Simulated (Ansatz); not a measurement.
Take CoPt (space group P4/mmm, No. 123; a = 2.6971 Å, c = 3.7224 Å; ferromagnetic; relaxed with 0.1 eV smearing) as the base. Axes: x, y, z lie along a, b, c of the conventional cell.

Method: Ansatz (a program for electronic structure), PBE, PAW, cutoff 420 eV, no spin-orbit coupling.

Now apply this change: tensor shear ε_xy = −2.11 % (engineering shear γ = -0.0422); the atoms relax in the strained cell.

Q: How does this affect the energy relative to the base?

A: The energy increases by 5.0 meV/atom.

Q: How does this affect the stress?

A: The stress (xx, yy, zz, yz, xz, xy; compression positive) amounts to (0.2, 0.2, 0.4, 0.0, 0.0, 2.8) GPa.

Other magnetic orders, which the real material may have, were not ruled out. Whether these cells are dynamically stable was not tested.
